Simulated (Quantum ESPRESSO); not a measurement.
Runs of Quantum ESPRESSO 7.5 on BaTiO3. Symmetry: P4mm, No. 99, tetragonal system. The conventional cell has a = 4.000 Å, b = 4.000 Å, c = 4.018 Å, α = 90.00°, β = 90.00°, γ = 90.00°. Ba (site symmetry 4mm) is surrounded by 12 O at 2.79 to 2.88 Å. Around Ti (site symmetry 4mm) lie 6 O at 1.89 to 2.13 Å. O (site symmetry 2mm) is surrounded by 2 Ti at 2.00 Å. Around O (site symmetry 4mm) lie 2 Ti at 1.89 to 2.13 Å. 

```csv
level,potentials or basis,form of the LDA correlation,pressure (GPa),largest force (eV/Å)
WC,GBRV 1.5 PBE,-,-2.3,0.31
PBEsol,GBRV 1.5 PBEsol,-,-2.8,0.34
LDA,GBRV 1.5 LDA,PZ81,-7.3,(c)
BLYP,GBRV 1.5 PBE,-,(a),(b)
```

Alike in all rows: task dielectric tensor; no spin polarisation; cell as given; k mesh 6 × 6 × 6, shifted; cutoff (eV) 612; smearing fermi-dirac 0.05 eV.

**Question.** Estimate the missing entries.

**Answer.** (a) 9.4; (b) 0.22; (c) 0.39.

Caveats: the potentials were made for another functional, which shifts forces and pressure (some runs); the cell is more than 3 GPa from zero pressure, which shifts response properties (some runs).

Runs at the PBE level aren't shown here.
